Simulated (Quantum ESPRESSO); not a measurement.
# Al2O3 (Pnnm) in Quantum ESPRESSO: convergence with smearing width

Aim: find how far smearing width must go before the results for Al2O3 settle, at r2SCAN. This setting moves, with any that are tied to it; all else stays.

All numbers are computed with Quantum ESPRESSO 7.5; they aren't measurements. Logs are shortened: lines on timing, memory, paths and dates and some standing lists are left out, and cuts for length are marked.

## (1) The crystal as given

It takes space group Pnnm (No. 58, orthorhombic). The conventional cell has a = 4.614 Å, b = 9.563 Å, c = 3.120 Å, α = 90.00°, β = 90.00°, γ = 90.00°. Around Al (site symmetry m) lie 4 O at 1.68 to 1.82 Å. O (site symmetry 2/m) has 2 Al at 1.68 Å as nearest neighbours. Around O (site symmetry m) lie 3 Al at 1.82 Å.

Measurements of this composition are mostly on another form, of space group No. 167.

## (2) With smearing width 0.5 eV

pw.in reads:

```
&CONTROL
  calculation = 'scf'
  prefix = 'pwscf'
  outdir = './tmp'
  pseudo_dir = './pseudo'
  tprnfor = .true.
  tstress = .true.
  disk_io = 'nowf'
/
&SYSTEM
  ibrav = 0
  nat = 10
  ntyp = 2
  ecutwfc = 92
  nbnd = 33
  input_dft = 'r2scan'
  occupations = 'smearing'
  smearing = 'fd'
  degauss = 0.03674932
  nosym = .true.
/
&ELECTRONS
  conv_thr = 1d-08
  electron_maxstep = 120
  mixing_beta = 0.5
/
ATOMIC_SPECIES
Al    26.9815 Al.upf
O     15.9990 O.upf
CELL_PARAMETERS angstrom
   4.6137770000    0.0000000000    0.0000000000
   0.0000000000    9.5632790000    0.0000000000
   0.0000000000    0.0000000000    3.1198620000
ATOMIC_POSITIONS crystal
Al     0.9829750000    0.8245730000    0.0000000000
Al     0.0170250000    0.1754270000    0.0000000000
Al     0.4829750000    0.6754270000    0.5000000000
Al     0.5170250000    0.3245730000    0.5000000000
O      0.5000000000    0.5000000000    0.5000000000
O      0.1236350000    0.7530500000    0.5000000000
O      0.3763650000    0.2530500000    0.0000000000
O      0.6236350000    0.7469500000    0.0000000000
O      0.0000000000    0.0000000000    0.0000000000
O      0.8763650000    0.2469500000    0.5000000000
K_POINTS automatic
2 1 4 0 0 0
```

Potentials or basis: PseudoDojo 0.4 SR PBE stringent.

Started as:

```bash
$ OMP_NUM_THREADS=1 pw.x -in pw.in > pw.out
```

Wall time 2.7 min (1 thread of Arm Neoverse V2, shared host); peak memory 0.27 GiB.

The run converged, but runs of this kind are known to go wrong with this program or these potentials, so none of its numbers is taken as a property of the crystal.

Caveat: the k mesh is coarse (spacing up to 0.68 Å⁻¹), so the values aren't converged; a meta-GGA on potentials with a model core is unreliable; the potentials were made for another functional, which shifts forces and pressure.

## (3) With smearing width 0.3 eV

pw.in, as its differences from that of step 2:

```diff
@@ -18,3 +18,3 @@
   smearing = 'fd'
-  degauss = 0.03674932
+  degauss = 0.02204959
   nosym = .true.
```

Potentials or basis: PseudoDojo 0.4 SR PBE stringent.

Started as:

```bash
$ OMP_NUM_THREADS=1 pw.x -in pw.in > pw.out
```

Wall time 2.8 min (1 thread of Arm Neoverse V2, shared host); peak memory 0.27 GiB.

The run converged, but runs of this kind are known to go wrong with this program or these potentials, so none of its numbers is taken as a property of the crystal.

Caveat: the k mesh is coarse (spacing up to 0.68 Å⁻¹), so the values aren't converged; a meta-GGA on potentials with a model core is unreliable; the potentials were made for another functional, which shifts forces and pressure; a pressure of tens of GPa on the cell as given is suspect, and the run, the potentials or the cell itself is likely at fault.

## (4) With smearing width 0.2 eV

pw.in, as its differences from that of step 3:

```diff
@@ -18,3 +18,3 @@
   smearing = 'fd'
-  degauss = 0.02204959
+  degauss = 0.01469973
   nosym = .true.
```

Started as:

```bash
$ OMP_NUM_THREADS=1 pw.x -in pw.in > pw.out
```

Wall time 2.9 min (1 thread of Arm Neoverse V2, shared host); peak memory 0.27 GiB.

The run converged, but runs of this kind are known to go wrong with this program or these potentials, so none of its numbers is taken as a property of the crystal.

Caveat: the k mesh is coarse (spacing up to 0.68 Å⁻¹), so the values aren't converged; a meta-GGA on potentials with a model core is unreliable; the potentials were made for another functional, which shifts forces and pressure; a pressure of tens of GPa on the cell as given is suspect, and the run, the potentials or the cell itself is likely at fault.

## (5) With smearing width 0.136 eV

pw.in, as its differences from that of step 4:

```diff
@@ -18,3 +18,3 @@
   smearing = 'fd'
-  degauss = 0.01469973
+  degauss = 0.00999582
   nosym = .true.
```

Started as:

```bash
$ OMP_NUM_THREADS=1 pw.x -in pw.in > pw.out
```

Run time: 2.8 min. Hardware: 1 thread of Arm Neoverse V2, shared host; peak memory 0.27 GiB.

The run converged, but runs of this kind are known to go wrong with this program or these potentials, so none of its numbers is taken as a property of the crystal.

Caveat: the k mesh is coarse (spacing up to 0.68 Å⁻¹), so the values aren't converged; a meta-GGA on potentials with a model core is unreliable; the potentials were made for another functional, which shifts forces and pressure; a pressure of tens of GPa on the cell as given is suspect, and the run, the potentials or the cell itself is likely at fault.

## (6) With smearing width 0.1 eV

pw.in, as its differences from that of step 5:

```diff
@@ -18,3 +18,3 @@
   smearing = 'fd'
-  degauss = 0.00999582
+  degauss = 0.00734986
   nosym = .true.
```

Potentials or basis: PseudoDojo 0.4 SR PBE stringent.

Started as:

```bash
$ OMP_NUM_THREADS=1 pw.x -in pw.in > pw.out
```

Wall time 2.8 min (1 thread of Arm Neoverse V2, shared host); peak memory 0.27 GiB.

The run converged, but runs of this kind are known to go wrong with this program or these potentials, so none of its numbers is taken as a property of the crystal.

Caveat: the k mesh is coarse (spacing up to 0.68 Å⁻¹), so the values aren't converged; a meta-GGA on potentials with a model core is unreliable; the potentials were made for another functional, which shifts forces and pressure; a pressure of tens of GPa on the cell as given is suspect, and the run, the potentials or the cell itself is likely at fault.

## (7) With smearing width 0.05 eV

pw.in, as its differences from that of step 6:

```diff
@@ -18,3 +18,3 @@
   smearing = 'fd'
-  degauss = 0.00734986
+  degauss = 0.00367493
   nosym = .true.
```

Started as:

```bash
$ OMP_NUM_THREADS=1 pw.x -in pw.in > pw.out
```

It took 2.8 min on 1 thread of Arm Neoverse V2, shared host; peak memory 0.27 GiB.

The run converged, but runs of this kind are known to go wrong with this program or these potentials, so none of its numbers is taken as a property of the crystal.

Caveat: the k mesh is coarse (spacing up to 0.68 Å⁻¹), so the values aren't converged; a meta-GGA on potentials with a model core is unreliable; the potentials were made for another functional, which shifts forces and pressure; a pressure of tens of GPa on the cell as given is suspect, and the run, the potentials or the cell itself is likely at fault.

## (8) With smearing width 0.025 eV

pw.in, as its differences from that of step 7:

```diff
@@ -18,3 +18,3 @@
   smearing = 'fd'
-  degauss = 0.00367493
+  degauss = 0.00183747
   nosym = .true.
```

Started as:

```bash
$ OMP_NUM_THREADS=1 pw.x -in pw.in > pw.out
```

It took 2.8 min on 1 thread of Arm Neoverse V2, shared host; peak memory 0.27 GiB.

The run converged, but runs of this kind are known to go wrong with this program or these potentials, so none of its numbers is taken as a property of the crystal.

Caveat: the k mesh is coarse (spacing up to 0.68 Å⁻¹), so the values aren't converged; a meta-GGA on potentials with a model core is unreliable; the potentials were made for another functional, which shifts forces and pressure; a pressure of tens of GPa on the cell as given is suspect, and the run, the potentials or the cell itself is likely at fault.

## (9) With smearing width 0.01 eV

pw.in, as its differences from that of step 8:

```diff
@@ -18,3 +18,3 @@
   smearing = 'fd'
-  degauss = 0.00183747
+  degauss = 0.00073499
   nosym = .true.
```

Potentials or basis: PseudoDojo 0.4 SR PBE stringent.

Started as:

```bash
$ OMP_NUM_THREADS=1 pw.x -in pw.in > pw.out
```

pw.out:

```text
This program is part of the open-source Quantum ESPRESSO suite
     for quantum simulation of materials; please cite
         "P. Giannozzi et al., J. Phys.:Condens. Matter 21 395502 (2009);
         "P. Giannozzi et al., J. Phys.:Condens. Matter 29 465901 (2017);
         "P. Giannozzi et al., J. Chem. Phys. 152 154105 (2020);
     in publications or presentations arising from this work. More details at

     IMPORTANT: XC functional enforced from input :
     Exchange-correlation= R2SCAN
                           (   0   0   0   0   0 497 498)
     Any further DFT definition will be discarded
     Please, verify this is what you really want

     Message from routine setup :
     BEWARE: nonlinear core correction is not consistent with meta-GGA

     G-vector sticks info
     --------------------
     sticks:   dense  smooth     PW     G-vecs:    dense   smooth      PW
     Sum        4615    4615   1311               110675   110675   16785

     Using Slab Decomposition

     bravais-lattice index     =            0
     lattice parameter (alat)  =       8.7188  a.u.
     unit-cell volume          =     928.9566 (a.u.)^3
     number of atoms/cell      =           10
     number of atomic types    =            2
     number of electrons       =        48.00
     number of Kohn-Sham states=           33
     kinetic-energy cutoff     =      92.0000  Ry
     charge density cutoff     =     368.0000  Ry
     scf convergence threshold =      1.0E-08
     mixing beta               =       0.5000
     number of iterations used =            8  plain     mixing
     Exchange-correlation= R2SCAN
                           (   0   0   0   0   0 497 498)

     celldm(1)=   8.718775  celldm(2)=   0.000000  celldm(3)=   0.000000
     celldm(4)=   0.000000  celldm(5)=   0.000000  celldm(6)=   0.000000

[... 187 lines left out ...]
          k = 0.0000 0.0000-0.7394 ( 13926 PWs)   bands (ev):

   -16.4501 -16.4501 -16.4370 -16.4370 -14.5515 -14.5515  -3.0135  -3.0135
    -2.6899  -2.6898  -1.8352  -1.8352  -1.7642  -1.7642  -0.3654  -0.3654
    -0.0229  -0.0229   0.4926   0.4926   1.7677   1.7677   2.1518   2.1518
    11.5204  11.5204  11.5480  11.5480  12.1683  12.1683  14.6711  14.6711
    15.1383

          k =-0.5000 0.0000 0.0000 ( 13766 PWs)   bands (ev):

   -16.8106 -16.8106 -16.7554 -16.7554 -14.7014 -14.7014  -2.5680  -2.5680
    -1.8675  -1.8675  -0.8750  -0.8750  -0.8155  -0.8155  -0.7899  -0.7899
    -0.1656  -0.1656   0.5818   0.5818   1.9614   1.9614   2.8840   2.8840
     9.6716   9.6716  10.3702  10.3702  11.6286  11.6286  13.7160  13.7164
    13.9752

          k =-0.5000 0.0000 0.3697 ( 13860 PWs)   bands (ev):

   -16.6268 -16.6268 -16.5922 -16.5922 -14.6264 -14.6263  -3.1520  -3.1520
    -2.8109  -2.8109  -1.3685  -1.3685  -1.0068  -1.0068  -0.2046  -0.2046
     0.3616   0.3616   0.6616   0.6616   1.8773   1.8773   2.3574   2.3574
    10.5062  10.5062  11.1331  11.1331  12.0663  12.0663  13.3374  13.3374
    14.9642

          k =-0.5000 0.0000-0.7394 ( 13848 PWs)   bands (ev):

   -16.4248 -16.4248 -16.4222 -16.4222 -14.5547 -14.5547  -3.9300  -3.9300
    -3.6521  -3.6521  -1.0396  -1.0396  -0.6717  -0.6717  -0.5934  -0.5934
     0.5834   0.5834   0.8468   0.8468   1.6248   1.6248   2.2995   2.2996
    10.5439  10.5439  11.9185  11.9185  12.3109  12.3109  12.9295  12.9295
    13.8489

     the Fermi energy is     5.0093 ev

!    total energy              =    -208.82414633 Ry
     estimated scf accuracy    <          7.8E-10 Ry
     smearing contrib. (-TS)   =       0.00000000 Ry
     internal energy E=F+TS    =    -208.82414633 Ry

     The total energy is F=E-TS. E is the sum of the following terms:
     one-electron contribution =    -114.53347808 Ry
     hartree contribution      =      82.76991688 Ry
     xc contribution           =     -50.17267587 Ry
     ewald contribution        =    -126.88790927 Ry

     convergence has been achieved in  13 iterations

     Forces acting on atoms (cartesian axes, Ry/au):

     atom    1 type  1   force =    -0.00136539   -0.01331330    0.00000004
     atom    2 type  1   force =     0.00136542    0.01331340    0.00000008
     atom    3 type  1   force =    -0.00136538    0.01331339    0.00000006
     atom    4 type  1   force =     0.00136529   -0.01331336    0.00000003
     atom    5 type  2   force =     0.00000024   -0.00000060    0.00000024
     atom    6 type  2   force =    -0.00971168   -0.00697818   -0.00000036
     atom    7 type  2   force =     0.00971208   -0.00697933    0.00000047
     atom    8 type  2   force =    -0.00971217    0.00697977   -0.00000093
     atom    9 type  2   force =    -0.00000027   -0.00000045    0.00000010
     atom   10 type  2   force =     0.00971187    0.00697867    0.00000027

     Total force =     0.035896     Total SCF correction =     0.000006

     Computing stress (Cartesian axis) and pressure

          total   stress  (Ry/bohr**3)                   (kbar)     P=     3625.01
   0.02453089   0.00000000   0.00000000         3608.62        0.00        0.00
   0.00000000   0.02495439  -0.00000000            0.00     3670.92       -0.00
   0.00000000  -0.00000000   0.02444164            0.00       -0.00     3595.49

=------------------------------------------------------------------------------=
   JOB DONE.
=------------------------------------------------------------------------------=
```

Run time: 2.8 min. Hardware: 1 thread of Arm Neoverse V2, shared host; peak memory 0.27 GiB.

The run converged, but runs of this kind are known to go wrong with this program or these potentials, so none of its numbers is taken as a property of the crystal.

Caveat: the k mesh is coarse (spacing up to 0.68 Å⁻¹), so the values aren't converged; a meta-GGA on potentials with a model core is unreliable; the potentials were made for another functional, which shifts forces and pressure; a pressure of tens of GPa on the cell as given is suspect, and the run, the potentials or the cell itself is likely at fault.

## (10) The series at a glance

| smearing width | energy less the tightest run, at zero smearing (meV/atom) | pressure (GPa) | largest force (eV/Å) | gap on the mesh (eV) | SCF cycles | CPU time (s) | peak memory (GiB) |
| --- | --- | --- | --- | --- | --- | --- | --- |
| 0.5 eV | 2.53 | 362.56 | 0.371 | 4.121 | 13 | 160 | 0.27 |
| 0.3 eV | 0.12 | 362.50 | 0.346 | 4.104 | 13 | 170 | 0.27 |
| 0.2 eV | 0.00 | 362.50 | 0.344 | 4.103 | 13 | 170 | 0.27 |
| 0.136 eV | 0.00 | 362.50 | 0.344 | 4.103 | 13 | 170 | 0.27 |
| 0.1 eV | 0.00 | 362.50 | 0.344 | 4.103 | 13 | 170 | 0.27 |
| 0.05 eV | 0.00 | 362.50 | 0.344 | 4.103 | 13 | 170 | 0.27 |
| 0.025 eV | 0.00 | 362.50 | 0.344 | 4.103 | 13 | 170 | 0.27 |
| 0.01 eV | 0.00 | 362.50 | 0.344 | 4.103 | 13 | 170 | 0.27 |

Against the tightest run, the energy stays within 1 meV/atom from 0.3 eV on; the pressure stays within 0.1 GPa from 0.5 eV on; the largest force stays within 0.005 eV/Å from 0.3 eV on; the gap on the mesh stays within 0.01 eV from 0.3 eV on. The tightest run that finished is the yardstick and may itself not be fully converged.

Caveats: all runs use coarse meshes; a meta-GGA on potentials with a model core is unreliable; the potentials were made for another functional, which shifts forces and pressure; a pressure of tens of GPa on the cell as given is suspect, and the run, the potentials or the cell itself is likely at fault.
